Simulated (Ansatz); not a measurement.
## Structure relaxation of KBr

Theory: Ansatz, DFT r2SCAN, scalar-relativistic, plane waves, PAW. Cutoff 500 eV, Γ-centred k mesh, Gaussian smearing, no spin polarisation in the final step.

A relaxed cell is given with its space group left out.

```yaml
crystal:
  lattice:
    - [3.97587, 0.00000, 0.00000]
    - [0.00000, 3.97587, 0.00000]
    - [0.00000, 0.00000, 3.97587]
  atoms:
    - { symbol: K, position: [0.00000, 0.00000, 0.00000] }
    - { symbol: Br, position: [0.50000, 0.50000, 0.50000] }
```

Formation energies are uncorrected and refer to the elements' standard structures at the same level.

**Question.** What space group does it have?

**Answer.** Pm-3m (No. 221). Conventional cell: a = 3.976 Å. K is coordinated by 8 Br at 3.44 Å and 6 K at 3.98 Å; around Br lie 8 K at 3.44 Å and 6 Br at 3.98 Å.

**Question.** What is its formation energy per atom?

**Answer.** -1.935 eV/atom.

**Question.** Is it a metal?

**Answer.** No, the gap on the 6×6×6 mesh is 4.77 eV.

The final run used a 6×6×6 mesh on its 2-atom cell and 0.02 eV smearing.

This CsCl-type form isn't the usual stable structure of the compound.

Cost: 2 runs of about 0.24 core-minutes in all, on Arm Neoverse V2 (shared hosts).